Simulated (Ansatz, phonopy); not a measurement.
# How NaH (Fm-3m) expands on warming, part 2 of 3

Aim: the lattice, expansion, heat capacity and bulk modulus of NaH as it warms.

Ansatz 0.2.0; DFT r2SCAN, scalar-relativistic, plane waves, PAW (the session's first sound run).

So far. Step 2 (Probe on a coarse mesh): The start is under -1.2 GPa at this level and looks like an insulator or semiconductor on this mesh. Step 4 (Relaxing to small residual forces and stress): The residual pressure is 0.0070 GPa, small enough for phonons.

**6. Phonons on strained cells, cutoff 580 eV, functional r2SCAN**

The study relaxes the crystal at several strains, solves the phonons on some of them and minimises the free energy at each temperature (static energy, vibrations, the electrons in a metal, and PV under a set pressure); the q-mesh sets how far the force constants reach.

input.yaml reads:

```yaml
crystal:
  lattice:
    - [0.0, 2.3972135851, 2.3972135851]
    - [2.3972135851, 0.0, 2.3972135851]
    - [2.3972135851, 2.3972135851, 0.0]
  atoms:
    - { symbol: Na, position: [0.0, 0.0, 0.0] }
    - { symbol: H, position: [0.5, 0.5, 0.5] }
kpoints:
  mp_grid: { grid: [8, 8, 8] }
hamiltonian:
  xc: r2scan
scf:
  occupations: { method: fixed }
output:
  eigenvalues: true
phonons:
  method: dfpt
  qmesh: [4, 4, 4]
  temperatures: { t_max: 500.0, t_step: 25 }
  thermal_expansion: {}
```

The run is started by

```sh
ansatz run input.yaml --threads 4 --pin off --max-ram 8192MiB --backend cpu --events-out ev --progress --plain --runs-dir out
```

Numbers of over 12 decimals in the logs are rounded to 6 here.

What it wrote:

```text
[...]
Crystal: 2 atoms, lattice volume = 27.552 Å³
Basis set: ecut = 580 eV, 893 PW (Γ), exchange–correlation on 216×216×216 points (512 copies of the dense FFT grid, shifted against one another)
Bands: 9, of which v1, the nominal top of the filled ones, is band 5 counted from 1 (4 counted from 0)
Symmetry: 48 space group operations
[...]
k-points: 29 of 512
[...]
SCF iter   1: F=—  HF=-1505.137065 eV  |F-HF|=—  |Δ(HF+E_count)|=         —  Δρ=7.78e-3  dr2=7.83e-3  dr2_τ=8.49e-4  ethr=1.77e-3  ⟨swp⟩=4.3  Hψ=1473  notcnv=0  defer=51
[...]
SCF iter   7: F=-1505.136665 eV  HF=-1505.136665 eV  |F-HF|=4.55e-13  |Δ(HF+E_count)|=  1.21e-10  Δρ=6.30e-8  dr2=1.14e-12  dr2_τ=4.72e-14  ethr=1.00e-12  ⟨swp⟩=6.9  Hψ=1312  notcnv=0
SCF 1 converged in 7 iterations: F = -1505.136665 eV  dr2 = 1.14e-12
[...]
relax step   1: F+E_penalty+E_count = -1505.13666531 eV  Δ(F+E_penalty+E_count) = +0.000e0 eV  max|allowed force component| = 3.307e-31 eV/Å  Δτ_max = 0.0000 Å  (7 SCF iters, accepted)
SCF converged after 7 iterations
Free energy (F): -1505.136665 eV
[...]
Internal energy: -1505.136665 eV  (E = F + TS)
E sigma→0 (E₀):  -1505.136665 eV
Fermi energy:    0.622862 eV
[...]
--- Stress (GPa, compression-positive) ---
        0.002102       0.000000      -0.000000
       -0.000000       0.002102       0.000000
       -0.000000      -0.000000       0.002102
  P = ⅓ Tr σ = 0.0021 GPa (0.021 kbar)
--- Band table (eV; the first three rows and the last of 29) ---
[...]
── thermal expansion: 3 new cells, 3 in all ──
thermal expansion: relaxation of cell 2
thermal expansion: relaxation of cell 3
── thermal expansion: 2 new cells, 5 in all ──
thermal expansion: relaxation of cell 4
thermal expansion: lower-state search of cell 4
thermal expansion: phonons of cell 4
thermal expansion: relaxation of cell 5
thermal expansion: phonons of cell 5
── thermal expansion: 8 new cells, 13 in all ──
thermal expansion: relaxation of cell 6
thermal expansion: relaxation of cell 7
thermal expansion: relaxation of cell 8
thermal expansion: relaxation of cell 9
thermal expansion: relaxation of cell 10
thermal expansion: relaxation of cell 11
thermal expansion: relaxation of cell 12
thermal expansion: relaxation of cell 13
thermal expansion: phonons of cell 6
thermal expansion: phonons of cell 7
thermal expansion: phonons of cell 8
thermal expansion: phonons of cell 9
thermal expansion: phonons of cell 10
--- Relaxed structure (1 steps of the walk, 1 accepted, 0 SCFs on fresh bases) ---
  F+E_penalty+E_count = -1505.13666531 eV   max|allowed force component| = 3.307e-31 eV/Å
  atoms:
    - { symbol: Na, position: [0.0, 0.0, 0.0] }
    - { symbol: H, position: [0.5, 0.5, 0.5] }
--- Thermal expansion: 13 cells in 3 rounds, 0 GPa ---
  no lower state was reached at cell 4
  without vibrations: a 3.39026, b 3.39026, c 3.39026 Å, V 27.5541 Å³, B 24.39 GPa
  at 0 K: a 3.44198, b 3.44198, c 3.44198 Å, V 28.8344 Å³, B 22.02 GPa
  zero-point expansion: a +1.526, b +1.526, c +1.526, V +4.647 %
      T/K        a/Å        b/Å        c/Å       V/Å³ | expansion of a, b, c, V (1e-6/K)   | that of V in the mean from 25 °C | C_P, C_V (J/mol K of the cell) | B_T, B_S (GPa)
     0.00    3.44198    3.44198    3.44198    28.8344 |    0.00    0.00    0.00    0.00 |   74.38 |     0.000     0.000 |    22.02    22.02
    50.00    3.44239    3.44239    3.44239    28.8448 |    8.52    8.52    8.52   25.57 |   87.95 |     7.441     7.428 |    21.95    21.99
   100.00    3.44501    3.44501    3.44501    28.9105 |   20.35   20.35   20.35   61.04 |   98.90 |    17.693    17.552 |    21.64    21.81
   150.00    3.44913    3.44913    3.44913    29.0144 |   27.23   27.23   27.23   81.68 |  108.49 |    23.274    22.903 |    21.20    21.54
   200.00    3.45438    3.45438    3.45438    29.1470 |   33.56   33.56   33.56  100.69 |  117.94 |    28.204    27.469 |    20.65    21.20
   250.00    3.46071    3.46071    3.46071    29.3077 |   39.71   39.71   39.71  119.12 |  127.23 |    32.840    31.587 |    20.01    20.81
   298.15    3.46781    3.46781    3.46781    29.4884 |   45.32   45.32   45.32  135.96 |       - |    36.837    34.946 |    19.33    20.37
   325.00    3.47217    3.47217    3.47217    29.5998 |   48.34   48.34   48.34  145.01 |  140.77 |    38.849    36.544 |    18.92    20.11
   375.00    3.48106    3.48106    3.48106    29.8276 |   53.85   53.85   53.85  161.54 |  149.68 |    42.226    39.043 |    18.11    19.58
   425.00    3.49092    3.49092    3.49092    30.0820 |   59.44   59.44   59.44  178.31 |  158.70 |    45.232    41.014 |    17.23    19.00
   475.00    3.50183    3.50183    3.50183    30.3648 |   65.41   65.41   65.41  196.23 |  168.05 |    48.014    42.571 |    16.28    18.36
   500.00    3.50770    3.50770    3.50770    30.5178 |   68.66   68.66   68.66  205.97 |  172.94 |    49.371    43.224 |    15.77    18.01
  the static fit leaves 0.000 meV an atom of the energies and, of the stresses, 0.000 GPa of each cell's largest along a strain (root mean squares over the cells), whose Pulay part it has at -0.003 GPa
  vibrations' free energy: its fit leaves 0.0001 meV an atom at the most
  the electrons' free energy at temperature is not in it: every band gap is over 0.52 eV
  free energies summed between the sampled wave vectors
  estimated error of the fitted expansion in any direction: up to 0.117e-6/K, at 450 K (an estimate, not a bound: it was exceeded on models of known expansion)
  by sums over the sampled wave vectors an expansion of the volume parts by up to 2.00e-6/K
  by a static energy of one degree less an expansion of the volume parts by up to 0.39e-6/K
  the FFT grids of the static calculations differ: 27 × 27 × 27, 30 × 30 × 30
  band gaps on the cells' k-points are 4.134 to 4.455 eV
```

Run time: 24 min. Hardware: 4 threads of Arm Neoverse V2, shared host; peak memory 3.5 GiB.

Numbers from this step:

```
pressure                                         : 0.002102 GPa
volume expansion coefficient at 298 K            : 136.0 1e-6/K
C_P at 298 K                                     : 18.42 J/mol-atom/K
entropy at 298 K                                 : 20.06 J/mol-atom/K
isothermal bulk modulus at 298 K                 : 19.33 GPa
Grüneisen parameter at 298 K                     : 1.335
volume at 298 K                                  : 14.74 Å³/atom
principal linear expansion coefficients at 298 K : 45.32, 45.32, 45.32 1e-6/K
```

Strained cells of the study; zero-point energy where phonons were solved; the pressures are stresses at a fixed cutoff and can carry an offset from the finite basis. Expansion cells, by row:

| cell | \|a\| (Å) | \|b\| (Å) | \|c\| (Å) | V (Å³/atom) | E - E_lowest (meV/atom) | pressure, compression positive (GPa) | gap (eV) | zero-point energy (meV/atom) |
| --- | --- | --- | --- | --- | --- | --- | --- | --- |
| 1 | 3.39 | 3.39 | 3.39 | 13.78 | 0 | -0.001 | 4.401 | - |
| 2 | 3.417 | 3.417 | 3.417 | 14.11 | 0.587 | -0.558 | 4.359 | - |
| 3 | 3.363 | 3.363 | 3.363 | 13.45 | 0.612 | 0.609 | 4.445 | - |
| 4 | 3.39 | 3.39 | 3.39 | 13.78 | 0 | -0.006 | 4.401 | 83.08 |
| 5 | 3.407 | 3.407 | 3.407 | 13.99 | 0.238 | -0.361 | 4.374 | 81.69 |
| 6 | 3.42 | 3.42 | 3.42 | 14.14 | 0.703 | -0.609 | 4.355 | 80.67 |
| 7 | 3.45 | 3.45 | 3.45 | 14.51 | 2.753 | -1.154 | 4.309 | 78.29 |
| 8 | 3.479 | 3.479 | 3.479 | 14.89 | 6.09 | -1.646 | 4.263 | 75.94 |
| 9 | 3.51 | 3.51 | 3.51 | 15.29 | 10.66 | -2.089 | 4.219 | 73.61 |
| 10 | 3.54 | 3.54 | 3.54 | 15.69 | 16.39 | -2.487 | 4.175 | 71.31 |
| 11 | 3.357 | 3.357 | 3.357 | 13.37 | 0.945 | 0.765 | 4.455 | - |
| 12 | 3.374 | 3.374 | 3.374 | 13.57 | 0.232 | 0.369 | 4.428 | - |
| 13 | 3.568 | 3.568 | 3.568 | 16.07 | 22.68 | -2.816 | 4.134 | - |

Quasi-harmonic; a, b, c are the run's own cell vectors. Expansion, by row:

| T (K) | a (Å) | b (Å) | c (Å) | alpha (deg) | beta (deg) | gamma (deg) | cell volume (Å³/cell) | alpha_a (1e-6/K) | alpha_b (1e-6/K) | alpha_c (1e-6/K) | alpha_V (1e-6/K) | C_P (J/mol-atom/K) | C_V (J/mol-atom/K) | S (J/mol-atom/K) | B_T (GPa) | B_S (GPa) | Grueneisen | extrapolation | fit error (1e-6/K) |
| --- | --- | --- | --- | --- | --- | --- | --- | --- | --- | --- | --- | --- | --- | --- | --- | --- | --- | --- | --- |
| 0 | 3.442 | 3.442 | 3.442 | 60 | 60 | 60 | 28.83 | 0 | 0 | 0 | 0 | 0 | 0 | 0 | 22.02 | 22.02 | - | 0 | 0 |
| 25 | 3.442 | 3.442 | 3.442 | 60 | 60 | 60 | 28.83 | 1.16 | 1.16 | 1.16 | 3.49 | 0.513 | 0.513 | 0.132 | 22.01 | 22.02 | 1.302 | 0 | 0 |
| 50 | 3.442 | 3.442 | 3.442 | 60 | 60 | 60 | 28.84 | 8.52 | 8.52 | 8.52 | 25.57 | 3.72 | 3.714 | 1.377 | 21.95 | 21.99 | 1.313 | 0 | 0.01 |
| 75 | 3.443 | 3.443 | 3.443 | 60 | 60 | 60 | 28.87 | 15.57 | 15.57 | 15.57 | 46.7 | 6.799 | 6.768 | 3.505 | 21.82 | 21.92 | 1.309 | 0 | 0.01 |
| 100 | 3.445 | 3.445 | 3.445 | 60 | 60 | 60 | 28.91 | 20.35 | 20.35 | 20.35 | 61.04 | 8.846 | 8.776 | 5.761 | 21.64 | 21.81 | 1.31 | 0 | 0.02 |
| 125 | 3.447 | 3.447 | 3.447 | 60 | 60 | 60 | 28.96 | 23.97 | 23.97 | 23.97 | 71.91 | 10.34 | 10.22 | 7.901 | 21.43 | 21.68 | 1.315 | 0 | 0.02 |
| 150 | 3.449 | 3.449 | 3.449 | 60 | 60 | 60 | 29.01 | 27.23 | 27.23 | 27.23 | 81.68 | 11.64 | 11.45 | 9.903 | 21.2 | 21.54 | 1.321 | 0 | 0.02 |
| 175 | 3.452 | 3.452 | 3.452 | 60 | 60 | 60 | 29.08 | 30.41 | 30.41 | 30.41 | 91.22 | 12.88 | 12.62 | 11.79 | 20.93 | 21.38 | 1.325 | 0 | 0.03 |
| 200 | 3.454 | 3.454 | 3.454 | 60 | 60 | 60 | 29.15 | 33.56 | 33.56 | 33.56 | 100.7 | 14.1 | 13.73 | 13.59 | 20.65 | 21.2 | 1.328 | 0 | 0.03 |
| 225 | 3.457 | 3.457 | 3.457 | 60 | 60 | 60 | 29.22 | 36.67 | 36.67 | 36.67 | 110 | 15.29 | 14.8 | 15.32 | 20.34 | 21.01 | 1.33 | 0 | 0.03 |
| 250 | 3.461 | 3.461 | 3.461 | 60 | 60 | 60 | 29.31 | 39.71 | 39.71 | 39.71 | 119.1 | 16.42 | 15.79 | 16.99 | 20.01 | 20.81 | 1.332 | 0 | 0.04 |
| 275 | 3.464 | 3.464 | 3.464 | 60 | 60 | 60 | 29.4 | 42.66 | 42.66 | 42.66 | 128 | 17.49 | 16.7 | 18.61 | 19.66 | 20.59 | 1.334 | 0 | 0.04 |
| 298.1 | 3.468 | 3.468 | 3.468 | 60 | 60 | 60 | 29.49 | 45.32 | 45.32 | 45.32 | 136 | 18.42 | 17.47 | 20.06 | 19.33 | 20.37 | 1.335 | 0 | 0.04 |
| 300 | 3.468 | 3.468 | 3.468 | 60 | 60 | 60 | 29.5 | 45.53 | 45.53 | 45.53 | 136.6 | 18.49 | 17.53 | 20.17 | 19.3 | 20.36 | 1.336 | 0 | 0.04 |
| 325 | 3.472 | 3.472 | 3.472 | 60 | 60 | 60 | 29.6 | 48.34 | 48.34 | 48.34 | 145 | 19.42 | 18.27 | 21.69 | 18.92 | 20.11 | 1.338 | 0 | 0.05 |
| 350 | 3.476 | 3.476 | 3.476 | 60 | 60 | 60 | 29.71 | 51.1 | 51.1 | 51.1 | 153.3 | 20.3 | 18.93 | 23.16 | 18.52 | 19.85 | 1.342 | 0 | 0.06 |
| 375 | 3.481 | 3.481 | 3.481 | 60 | 60 | 60 | 29.83 | 53.85 | 53.85 | 53.85 | 161.5 | 21.11 | 19.52 | 24.59 | 18.11 | 19.58 | 1.346 | 0 | 0.07 |
| 400 | 3.486 | 3.486 | 3.486 | 60 | 60 | 60 | 29.95 | 56.62 | 56.62 | 56.62 | 169.8 | 21.88 | 20.04 | 25.98 | 17.68 | 19.3 | 1.351 | 0 | 0.09 |
| 425 | 3.491 | 3.491 | 3.491 | 60 | 60 | 60 | 30.08 | 59.44 | 59.44 | 59.44 | 178.3 | 22.62 | 20.51 | 27.32 | 17.23 | 19 | 1.357 | 0 | 0.11 |
| 450 | 3.496 | 3.496 | 3.496 | 60 | 60 | 60 | 30.22 | 62.35 | 62.35 | 62.35 | 187.1 | 23.32 | 20.92 | 28.64 | 16.76 | 18.69 | 1.364 | 0 | 0.12 |
| 475 | 3.502 | 3.502 | 3.502 | 60 | 60 | 60 | 30.36 | 65.41 | 65.41 | 65.41 | 196.2 | 24.01 | 21.29 | 29.92 | 16.28 | 18.36 | 1.372 | 0 | 0.12 |
| 500 | 3.508 | 3.508 | 3.508 | 60 | 60 | 60 | 30.52 | 68.66 | 68.66 | 68.66 | 206 | 24.68 | 21.61 | 31.16 | 15.77 | 18.01 | 1.381 | 0 | 0.1 |

Table of expansion coefficient by temperature; values in 1e-6/K:

| temperature (K) | volume | principal 1 |
| --- | --- | --- |
| 0 | 0 | 0 |
| 25 | 3.49 | 1.16 |
| 50 | 25.6 | 8.52 |
| 75 | 46.7 | 15.6 |
| 100 | 61.0 | 20.4 |
| 125 | 71.9 | 24.0 |
| 150 | 81.7 | 27.2 |
| 175 | 91.2 | 30.4 |
| 200 | 101 | 33.6 |
| 225 | 110 | 36.7 |
| 250 | 119 | 39.7 |
| 275 | 128 | 42.7 |
| 298 | 136 | 45.3 |
| 300 | 137 | 45.5 |
| 325 | 145 | 48.3 |
| 350 | 153 | 51.1 |
| 375 | 162 | 53.9 |
| 400 | 170 | 56.6 |
| 425 | 178 | 59.4 |
| 450 | 187 | 62.4 |
| 475 | 196 | 65.4 |
| 500 | 206 | 68.7 |

At 298 K the volume expansion is 136 × 10⁻⁶/K and B_T is 19.3 GPa. The program raised the cutoff to 580 eV by itself: with no cutoff typed, the study takes about 1.16 times the default for its relaxations and scales it with the volume for the phonons.

**7. Quasi-harmonic fit by phonopy**

This step: DFT r2SCAN, scalar-relativistic, plane waves, PAW (phonopy 4.10.0).

This step gave:

| Item | Value |
| --- | --- |
| volume expansion coefficient at 300 K | 136.9 1e-6/K |
| isothermal bulk modulus at 300 K | 19.26 GPa |
| C_P at 300 K | 18.50 J/mol-atom/K |
| Grüneisen parameter at 300 K | 1.336 |

Energy (each curve on its own zero) against volume; values in meV/atom:

| volume (Å³/atom) | static | F at 0 K | F at 300 K | F at 500 K |
| --- | --- | --- | --- | --- |
| 13.779 | 0 | 5.29 | 7.69 | 10.7 |
| 13.987 | 0.24 | 4.13 | 5.98 | 8.25 |
| 14.141 | 0.7 | 3.58 | 5 | 6.74 |
| 14.513 | 2.75 | 3.24 | 3.61 | 4.03 |
| 14.894 | 6.09 | 4.23 | 3.47 | 2.49 |
| 15.285 | 10.7 | 6.47 | 4.49 | 2.04 |
| 15.686 | 16.4 | 9.9 | 6.6 | 2.59 |

Phonopy-qha, vinet fit of F(V) at each temperature. Qha vinet, by row:

| T (K) | fitted volume (Å³/atom) | alpha_V (1e-6/K) | B_T (GPa) | C_P (J/mol-atom/K) | Grueneisen |
| --- | --- | --- | --- | --- | --- |
| 75 | 14.44 | 45.48 | 21.82 | 6.689 | 1.275 |
| 100 | 14.46 | 60.42 | 21.63 | 8.821 | 1.297 |
| 125 | 14.48 | 71.7 | 21.42 | 10.35 | 1.311 |
| 150 | 14.51 | 81.64 | 21.18 | 11.65 | 1.319 |
| 175 | 14.54 | 91.24 | 20.92 | 12.89 | 1.325 |
| 200 | 14.57 | 100.7 | 20.63 | 14.11 | 1.328 |
| 225 | 14.61 | 110.1 | 20.31 | 15.29 | 1.33 |
| 250 | 14.65 | 119.3 | 19.98 | 16.43 | 1.332 |
| 275 | 14.7 | 128.2 | 19.63 | 17.49 | 1.333 |
| 300 | 14.75 | 136.9 | 19.26 | 18.5 | 1.336 |
| 325 | 14.8 | 145.4 | 18.88 | 19.43 | 1.339 |
| 350 | 14.86 | 153.7 | 18.48 | 20.3 | 1.343 |
| 375 | 14.91 | 162 | 18.07 | 21.12 | 1.347 |
| 400 | 14.98 | 170.3 | 17.65 | 21.89 | 1.353 |
| 425 | 15.04 | 178.8 | 17.21 | 22.63 | 1.359 |
| 450 | 15.11 | 187.4 | 16.76 | 23.33 | 1.366 |
| 475 | 15.18 | 196.2 | 16.3 | 24.01 | 1.374 |

The volume expansion coefficient by temperature; values in 1e-6/K:

| temperature (K) | phonopy-qha, Vinet | Ansatz's own study |
| --- | --- | --- |
| 75 | 45.5 | 46.7 |
| 100 | 60.4 | 61.0 |
| 125 | 71.7 | 71.9 |
| 150 | 81.6 | 81.7 |
| 175 | 91.2 | 91.2 |
| 200 | 101 | 101 |
| 225 | 110 | 110 |
| 250 | 119 | 119 |
| 275 | 128 | 128 |
| 300 | 137 | 137 |
| 325 | 145 | 145 |
| 350 | 154 | 153 |
| 375 | 162 | 162 |
| 400 | 170 | 170 |
| 425 | 179 | 178 |
| 450 | 187 | 187 |
| 475 | 196 | 196 |

The fit gives a volume expansion of 137 × 10⁻⁶/K at 300 K, against 136 at 298 K from the study itself, whose static fit uses more cells.

**8. A new level, relaxed again**

The functional, the potentials or the cutoff change, so the crystal is relaxed again at the new setting.

This step: DFT RPBE, scalar-relativistic, plane waves, PAW (Ansatz 0.2.0).

input.yaml, the sections that differ from step 6:

```yaml
hamiltonian:
  xc: rpbe
output:
  forces: true
  stress: true
  eigenvalues: true
relax:
  adjacent_minimum: "off"
  f_tol: 0.001
  max_steps: 60
  cell: { stress_tol: 0.01 }
# crystal, kpoints, scf: as in step 6
# phonons: removed
```

Total energies of two functionals don't compare. The cutoff isn't typed and follows the default for these files.

What it wrote:

```text
[...]
Crystal: 2 atoms, lattice volume = 27.552 Å³
Basis set: ecut = 420 eV, 537 PW (Γ), exchange–correlation on 48×48×48 points (8 copies of the dense FFT grid, shifted against one another)
Bands: 9, of which v1, the nominal top of the filled ones, is band 5 counted from 1 (4 counted from 0)
Symmetry: 48 space group operations
[...]
k-points: 29 of 512
[...]
SCF iter   1: F=—  HF=-1505.425636 eV  |F-HF|=—  |Δ(HF+E_count)|=         —  Δρ=4.36e-3  dr2=4.31e-3  ethr=1.77e-3  ⟨swp⟩=4.6  Hψ=1492  notcnv=0  defer=52
[...]
SCF iter   6: F=-1505.424250 eV  HF=-1505.424250 eV  |F-HF|=1.98e-10  |Δ(HF+E_count)|=   4.78e-9  Δρ=1.51e-6  dr2=5.45e-10  ethr=6.02e-11  ⟨swp⟩=4.0  Hψ=1190  notcnv=0
SCF 1 converged in 6 iterations: F = -1505.424250 eV  dr2 = 5.45e-10
[...]
relax step   1: F+E_penalty+E_count = -1505.42424998 eV  Δ(F+E_penalty+E_count) = +0.000e0 eV  max|allowed force component| = 2.527e-31 eV/Å  Δτ_max = 0.0000 Å  P = +1.974 GPa  Ω = 27.552 Å³  (6 SCF iters, dr2 threshold 1.00e-7 eV, accepted)
Crystal: 2 atoms, lattice volume = 29.591 Å³
Basis set: ecut = 420 eV, 561 PW (Γ), exchange–correlation on 48×48×48 points (8 copies of the dense FFT grid, shifted against one another)
[...]
SCF iter   5: F=-1505.436612 eV  HF=-1505.436612 eV  |F-HF|=1.40e-8  |Δ(HF+E_count)|=   2.19e-6  Δρ=4.24e-6  dr2=4.31e-9  ethr=2.00e-9  ⟨swp⟩=6.2  Hψ=1500  notcnv=0
SCF 2 converged in 5 iterations: F = -1505.436612 eV  dr2 = 4.31e-9
relax step   2: F+E_penalty+E_count = -1505.43661195 eV  Δ(F+E_penalty+E_count) = -1.236e-2 eV  max|allowed force component| = 1.972e-31 eV/Å  Δτ_max = 0.0000 Å  P = +0.195 GPa  Ω = 29.591 Å³  energy of the carried Pulay correction = -8.476e-4 eV  (5 SCF iters, dr2 threshold 2.00e-7 eV, accepted)
Crystal: 2 atoms, lattice volume = 29.833 Å³
[...]
SCF iter   3: F=-1505.436676 eV  HF=-1505.436675 eV  |F-HF|=1.97e-7  |Δ(HF+E_count)|=   9.98e-8  Δρ=2.17e-5  dr2=8.81e-8  ethr=9.50e-10  ⟨swp⟩=5.4  Hψ=1622  notcnv=0
SCF 3 converged in 3 iterations: F = -1505.436676 eV  dr2 = 8.81e-8
relax step   3: F+E_penalty+E_count = -1505.43667553 eV  Δ(F+E_penalty+E_count) = -6.358e-5 eV  max|allowed force component| = 3.780e-31 eV/Å  Δτ_max = 0.0000 Å  P = +0.018 GPa  Ω = 29.833 Å³  energy of the carried Pulay correction = -9.442e-4 eV  (3 SCF iters, dr2 threshold 9.50e-8 eV, accepted)
[...]
relax step   4: F+E_penalty+E_count = -1505.43666700 eV  Δ(F+E_penalty+E_count) = +8.531e-6 eV  max|allowed force component| = 5.362e-31 eV/Å  Δτ_max = 0.0000 Å  P = +0.000 GPa  Ω = 29.859 Å³  energy of the carried Pulay correction = -9.542e-4 eV  (4 SCF iters, dr2 threshold 8.37e-10 eV, accepted)
[...]
relax step   5: F+E_penalty+E_count = -1505.43778444 eV  Δ(F+E_penalty+E_count) = -1.117e-3 eV  max|allowed force component| = 1.459e-31 eV/Å  Δτ_max = 0.0000 Å  P = +0.025 GPa  Ω = 29.859 Å³  stress off target by 2.52e-2 GPa  SCF on the basis re-selected at this cell (its energy is not comparable with the rows above)  (8 SCF iters)
[...]
relax step   6: F+E_penalty+E_count = -1505.43777319 eV  Δ(F+E_penalty+E_count) = +1.125e-5 eV  max|allowed force component| = 1.726e-31 eV/Å  Δτ_max = 0.0000 Å  P = +0.000 GPa  Ω = 29.894 Å³  energy of the carried Pulay correction = -1.408e-5 eV  (4 SCF iters, dr2 threshold 1.59e-9 eV, accepted)
[...]
SCF iter   7: F=-1505.437773 eV  HF=-1505.437773 eV  |F-HF|=0.00e0  |Δ(HF+E_count)|=  3.87e-12  Δρ=1.10e-8  dr2=1.13e-14  ethr=1.00e-12  ⟨swp⟩=6.5  Hψ=1298  notcnv=0
SCF 7 converged in 7 iterations: F = -1505.437773 eV  dr2 = 1.13e-14
relax step   7: F+E_penalty+E_count = -1505.43777319 eV  Δ(F+E_penalty+E_count) = -1.446e-10 eV  max|allowed force component| = 3.924e-31 eV/Å  Δτ_max = 0.0000 Å  P = +0.001 GPa  Ω = 29.894 Å³  stress off target by 7.44e-4 GPa  SCF on the basis re-selected at this cell (its energy is not comparable with the rows above)  (7 SCF iters)
[...]
SCF converged after 7 iterations
Free energy (F): -1505.437773 eV
[...]
Internal energy: -1505.437773 eV  (E = F + TS)
E sigma→0 (E₀):  -1505.437773 eV
Fermi energy:    0.629288 eV
[...]
--- Stress (GPa, compression-positive) ---
        0.000744       0.000000       0.000000
        0.000000       0.000744       0.000000
        0.000000       0.000000       0.000744
  P = ⅓ Tr σ = 0.0007 GPa (0.007 kbar)
--- Band table (eV; the first three rows and the last of 29) ---
[...]
--- Relaxed structure (5 steps of the walk, 5 accepted, 2 SCFs on fresh bases) ---
[...]
cell:  # Å, volume = 29.8939 Å³
    - [0, 2.463300, 2.463300]
    - [2.463300, 0, 2.463300]
    - [2.463300, 2.463300, 0]
  atoms:
    - { symbol: Na, position: [0, 0, 0] }
    - { symbol: H, position: [0.5, 0.5, 0.5] }
```

Elapsed: 1.4 s, on 4 threads; peak memory 0.32 GiB; 3.9 s of CPU time.

Step by step:

| step | energy less that of the first step (eV) | largest force component (eV/Å) | pressure (GPa) | volume (Å³) |
| --- | --- | --- | --- | --- |
| 1 | 0.0000 | 0.0000 | 1.97 | 27.55 |
| 2 | -0.0124 | 0.0000 | 0.19 | 29.59 |
| 3 | -0.0124 | 0.0000 | 0.02 | 29.83 |
| 4 | -0.0124 | 0.0000 | 0.00 | 29.86 |
| 5* | -0.0135 | 0.0000 | 0.03 | 29.86 |
| 6 | -0.0135 | 0.0000 | 0.00 | 29.89 |
| 7* | -0.0135 | 0.0000 | 0.00 | 29.89 |

Relaxation steps marked * repeat the geometry before them on a plane-wave basis chosen anew for their cell, so energy and pressure can jump there.

Forces are held to the 48 operations that the run works with; a distortion that breaks them can't arise in this run.

| conventional cell, symmetrised | before | after | change |
| --- | --- | --- | --- |
| a (Å) | 4.794 | 4.927 | +2.8 % |
| b (Å) | 4.794 | 4.927 | +2.8 % |
| c (Å) | 4.794 | 4.927 | +2.8 % |
| volume (Å³/atom) | 13.78 | 14.95 | +8.5 % |

The relaxed structure:

```
Na H
1.0
     0.00000    2.46330    2.46330
     2.46330    0.00000    2.46330
     2.46330    2.46330    0.00000
Na H
1 1
Cartesian
  0.0000 0.0000 0.0000
  2.4633 2.4633 2.4633
```

Numbers from this step:

```yaml
pressure: 7.44e-4 GPa
gap_on_the_k_mesh: 3.878 eV
volume_per_atom: 14.95 Å³
```

The residual pressure is 7.4e-4 GPa, small enough for phonons.

[end of part 2 of 3]

[Logs are printed without paths, hosts, clocks, repeated set-up lines and the standing remarks that a program may print on its own settings, such as how far it seeks lower states.]

[Hosts, paths, dates, database ids (printed as entryN), source tags and the programs' standing remarks are cut or masked in the printed files.]

[A step with changed settings may run another functional than the one named; its input shows which.]
